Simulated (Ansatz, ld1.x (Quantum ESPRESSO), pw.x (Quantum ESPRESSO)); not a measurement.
**From atom to crystal: RRKJ potential for germanium**

| Quantity | Value |
| --- | --- |
| Element | Ge |
| Generator | ld1.x (Quantum ESPRESSO) 7.5 |
| Type | norm-conserving RRKJ (Kleinman–Bylander form) |
| Functional | PBEsol |
| Relativity | scalar-relativistic |
| Frozen core | [Ar] 3d10 |
| Valence charge | 4 |
| Reference configuration | 4s2 4p1 (charge +1) |
| Partial waves | 4s (bound): rc 1.60 bohr; 4p (bound): rc 2.74 bohr; 4d channel at 0.4 Ry: rc 1.80 bohr |
| Local potential | all-electron potential smoothed inside 1.45 bohr (lloc = -1) |
| Core correction | none |
| rho0 | 0.005 |

Crystal test: fcc Ge in pw.x 7.5, no spin, 13³ k-points, Fermi–Dirac smearing 0.01 Ry, cutoffs 70/280 Ry. The reference is all-electron LAPW (Ansatz 0.2.0) with the same functional, mesh and smearing; V0 and B0 come from Birch–Murnaghan fits to the pressures at five volumes. Errors are pseudo minus all-electron; Δ is the rms difference of the E(V) curves that follow from these fits, minima aligned, over ±6 % about the mean V0. Mesh and smearing are coarse, so the numbers serve the comparison and aren't converged zero-temperature values; the lattice is a test structure that the element need not adopt.

All-electron: a0 = 4.201 Å (V0 = 18.54 Å³/atom), B0 = 71.2 GPa.

Q: How far does the potential miss the all-electron equation of state?

A: mean pressure error (GPa): -2.80; a0 (Å): 4.144; a0 error (%): -1.37; B0 error (%): +5.6; Δ (meV/atom): 12.0. This is a poor potential for the solid. The logarithmic derivative shows an extra or strongly shifted pseudo pole above the reference energy (s near 0.53 Ry).

```json
{"V (Å³/atom)": "17.709", "P all-electron (GPa)": "3.63", "P pseudo (GPa)": "0.36"}
{"V (Å³/atom)": "18.175", "P all-electron (GPa)": "1.49", "P pseudo (GPa)": "-1.53"}
{"V (Å³/atom)": "18.641", "P all-electron (GPa)": "-0.38", "P pseudo (GPa)": "-3.16"}
{"V (Å³/atom)": "19.107", "P all-electron (GPa)": "-2.00", "P pseudo (GPa)": "-4.57"}
{"V (Å³/atom)": "19.573", "P all-electron (GPa)": "-3.41", "P pseudo (GPa)": "-5.79"}
```

Q: At the middle volume, how do free energy and pressure move when the wave cutoff is lowered (ecutrho kept at four times it)?

A:

```csv
cutoff (Ry),shift of F (meV/atom),shift of P (GPa)
32,+113.8,-0.85
42,+43.9,-1.09
56,+6.8,-0.28
```

The 8 pw.x runs together took about 52 s on one core of a shared server CPU.
